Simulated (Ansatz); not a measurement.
## SrO (zincblende) under strain

SrO in the zincblende structure, relaxed with r2SCAN in Ansatz. The symmetry is F-43m (No. 216, cubic); conventional cell a = 5.585 Å, 21.77 Å³ an atom. Sr is surrounded by 4 O at 2.42 Å; O is surrounded by 4 Sr at 2.42 Å.

The axes x, y and z are those of this cell:
```
CELL_PARAMETERS angstrom
0.00000 2.79228 2.79228
2.79228 0.00000 2.79228
2.79228 2.79228 0.00000
ATOMIC_POSITIONS crystal
Sr 0.00000 0.00000 0.00000
O 0.25000 0.25000 0.25000
```

Unstrained: The PBE gap is indirect, 2.519 eV (W to Γ), below the direct gap of 3.363 eV at Γ. The r2SCAN gap is indirect, 2.889 eV (W to Γ), below the direct gap of 3.733 eV at Γ. HSE06 gives an indirect gap of 3.851 eV, from W to Γ; the least direct gap is 4.737 eV at Γ. Meshes: PBE 8×8×8, r2SCAN 8×8×8, HSE06 6×6×6. Strains are changes of length per length, and xy shears are angles. After each strain the atoms were relaxed again with r2SCAN within the symmetry that the strain leaves, so tilts or polar shifts that break it weren't tested; points keep the names that they have in the unstrained zone. Spin-unpolarised throughout. Whether this structure exists isn't addressed.

Changes of the least gap in eV (an overlap counts as a negative gap):
```tsv
strain	volume change (%)	space group	PBE	r2SCAN	HSE06	energy rise, r2SCAN (meV/atom)
xy shear, engineering strain (angle) +4.47 %	-0.1	Imm2	-0.008	-0.007	–	3.6
uniaxial +0.45 % along z	+0.4	I-4m2	-0.013	-0.014	–	0.1
isotropic -0.85 % on every length	-2.5	F-43m	+0.068	+0.068	+0.077	2.9
```

Xy shear, engineering strain (angle) +4.47 %. r2SCAN: the gap goes from 2.889 to 2.882 eV (-0.007 eV); the edges move from W → Γ to X → Γ. Stress change with r2SCAN, compression positive: xx -0.01, yy -0.01, zz -0.12, xy -1.18 GPa.

Uniaxial +0.45 % along z, other directions held. r2SCAN: the gap goes from 2.889 to 2.875 eV (-0.014 eV). Stress change with r2SCAN, compression positive: xx -0.28, yy -0.28, zz -0.32 GPa.

Isotropic -0.85 % on every length. HSE06: the gap goes from 3.851 to 3.928 eV (+0.077 eV). Stress change with r2SCAN, compression positive: xx +1.77, yy +1.77, zz +1.77 GPa. For HSE06, dE_g/d ln V = -3.0 eV over this step.

The meshes of the hybrids are coarse, so their gaps aren't converged to the digits shown.
